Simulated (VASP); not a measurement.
# Mg: restarted molecular dynamics, 2 variants

Mg, P6_3/mmc (no. 194), 16 atoms in the cell. PBE, molecular dynamics; PAW potentials Mg (PBE set).

| Restart from | Temperature at the end (K) | The same without a restart (K) | Potential energy at the end (eV/atom) | The same without a restart (eV/atom) | Electronic steps in the first step after the restart | Time (s) |
|---|---|---|---|---|---|---|
| CONTCAR with velocities, WAVECAR read | 1001.0 | 1001.0 | -1.43178 | -1.43178 | 4 | 216 |
| CONTCAR with velocities, no WAVECAR | 1001.0 | 1001.0 | -1.43178 | -1.43178 | 12 | 217 |

Limits: 120 fs of 16 atoms are too short for converged averages.

## Input of the first row

INCAR.step1:
```
SYSTEM = Mg
ALGO = Fast
ANDERSEN_PROB = 0.0
EDIFF = 1E-6
ENCUT = 200
GGA = PE
IBRION = 0
ISIF = 2
ISMEAR = -1
ISYM = 0
KPAR = 2
LASPH = .True.
LCHARG = .False.
LREAL = Auto
LWAVE = .True.
MDALGO = 1
NELM = 60
NELMIN = 4
NSW = 30
POTIM = 2.0
PREC = Normal
RANDOM_SEED = 619195 0 0
SIGMA = 0.069
TEBEG = 1600
```

INCAR.step2, as INCAR.step1 but for:
```
- LWAVE = .True.
+ LWAVE = .False.
```

KPOINTS:
```
k-points
0
Monkhorst-Pack
  2 2 2
```

POSCAR.step1:
```
Mg
1.0
    6.4186000000      0.0000000000      0.0000000000
    0.0000000000      5.5586706568      0.0000000000
    0.0000000000      0.0000000000     10.4206000000
Mg
16
Direct
    0.2500000000      0.1666666666      0.3750000000
    0.2500000000      0.1666666666      0.8750000000
    0.7500000000      0.1666666666      0.3750000000
    0.7500000000      0.1666666666      0.8750000000
    0.0000000001      0.6666666666      0.3750000000
    0.0000000001      0.6666666666      0.8750000000
    0.5000000000      0.6666666666      0.3750000000
    0.5000000000      0.6666666666      0.8750000000
    0.0000000000      0.3333333334      0.1250000000
    0.0000000000      0.3333333334      0.6250000000
    0.5000000000      0.3333333334      0.1250000000
    0.5000000000      0.3333333334      0.6250000000
    0.2500000000      0.8333333334      0.1250000000
    0.2500000000      0.8333333334      0.6250000000
    0.7500000000      0.8333333334      0.1250000000
    0.7500000000      0.8333333334      0.6250000000
```

Commands (each step's output is kept before the next begins):
```
cat potpaw_PBE.64/Mg/POTCAR > POTCAR
cp INCAR.step1 INCAR
cp POSCAR.step1 POSCAR
mpirun -np 2 vasp_std > vasp.out
cp CONTCAR POSCAR
cp INCAR.step2 INCAR
mpirun -np 2 vasp_std > vasp.out
```

Changes of the last row against the first:
```
(step 1)
- LWAVE = True
+ LWAVE = False
```

VASP 6.6.1 took 216 s on 2 cores (Intel Xeon Platinum 8559C (Emerald Rapids)), a shared host.
